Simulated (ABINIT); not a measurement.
HfC:

```
Hf C
1.0
     0.00000    2.32500    2.32500
     2.32500    0.00000    2.32500
     2.32500    2.32500    0.00000
Hf C
1 1
Direct
  0.50000 0.50000 0.50000
  0.00000 0.00000 0.00000
```

Base run:

| Item | Value |
| --- | --- |
| Program | ABINIT 10.8.3 (patched build) |
| Functional | PBE |
| Potentials or basis | SG15 NC PBE v1.2 |
| Cutoff | 1116 eV |
| k mesh | 10 × 10 × 10 |
| Occupations | fermi-dirac, width 0.05 eV |
| Spin | no spin polarisation |

Its results: band gap on the k mesh none (metal or under the smearing width); pressure 0.4 GPa.

Q: After a change of settings the same cell gave: band gap on the k mesh none (metal or under the smearing width); pressure -7.4 GPa. Which change was it?
A. functional from PBE to PBEsol; potentials or basis from SG15 NC PBE v1.2 to PseudoDojo NC SR PBEsol v0.4.1 standard; valence electrons from 30 to 16
B. functional from PBE to AM05; potentials or basis from SG15 NC PBE v1.2 to JTH PAW PBE v2.0; cutoff from 1116 eV to 517 eV; valence electrons from 30 to 16
C. functional from PBE to LDA; potentials or basis from SG15 NC PBE v1.2 to PseudoDojo NC SR LDA v0.4.1 standard; valence electrons from 30 to 16
D. potentials or basis from SG15 NC PBE v1.2 to JTH PAW PBE v2.0; cutoff from 1116 eV to 544 eV; k mesh from 10 × 10 × 10 to 6 × 6 × 6; valence electrons from 30 to 16

A: B.

Caveats: the PAW data sets were made with another functional, which shifts forces and pressure a little (some runs).

Not every run made on this cell is shown here.
